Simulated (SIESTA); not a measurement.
**Ni in SIESTA: the effect of functional**

The system is Ni.

```xyz
1
Lattice="0.0000 1.7376 1.7376 1.7376 0.0000 1.7376 1.7376 1.7376 0.0000" Properties=species:S:1:pos:R:3 pbc="T T T"
Ni    0.0000    0.0000    0.0000
```

Alike in all runs:

```yaml
Program: SIESTA 5.4.2
Task: band structure
Potentials_or_basis: PseudoDojo 0.4 standard (PBE files)
Basis: DZP (energy shift 0.003 Ry; two zetas on semicore shells)
Grid_cutoff: 800 Ry
Energy_shift: 0.003 Ry
k_mesh: 13 × 13 × 13
Occupations: fermi-dirac, width 0.05 eV
Spin: collinear spin, ferromagnetic start
Starting_moments: "[1.0] μB"
```

```csv
functional,pressure (GPa)
PBE,8.4
vdW-DF,18.7
vdW-DF2,25.0
optB88-vdW,?
vdW-DF-C09,-0.9
vdW-DF-cx,0.7
VV10,11.1
```

Question: What does the run with functional optB88-vdW give?

Answer: Pressure 7.8 GPa.

Caveats: short orbitals over semicore shells can move pressures by several GPa; the basis of atomic orbitals isn't converged, which shifts pressures, moduli and gaps; the potentials were made for another functional, which shifts forces and pressure (some runs); the non-local part is tabulated coarsely and may be off by about a percent (some runs).
